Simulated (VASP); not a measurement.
```yaml
crystal:
  lattice:
    - [0.00000, 2.52261, 2.52261]
    - [2.52261, 0.00000, 2.52261]
    - [2.52261, 2.52261, 0.00000]
  atoms:
    - { symbol: In, position: [0.00000, 0.00000, 0.00000] }
    - { symbol: N, position: [0.25000, 0.25000, 0.25000] }
```

Method: HSE06 screened hybrid with spin-orbit coupling, VASP's PBE PAW potentials (set 64) (plane waves; VASP). Numerical set-up: 450 eV cut-off, 6×6×6 Γ-centred mesh, Gaussian smearing of 0.050 eV, potentials In_d N.

**Question.** What does the run give for the energy per atom (σ→0), band gap (over the mesh, the named points and PBE's band edges) with the smallest direct gap where there is one?

**Answer.** 
```yaml
band gap (over the mesh, the named points and PBE's band edges): 0.38 eV
smallest direct gap (over the mesh, the named points and PBE's band edges): 0.38 eV
energy per atom (σ→0): -6.542 eV/atom
```

Total energies compare only between runs with the same potentials, cut-off and functional.

The compound is InN in the zinc blende structure, a metastable form; wurtzite is the usual one. It was relaxed first.
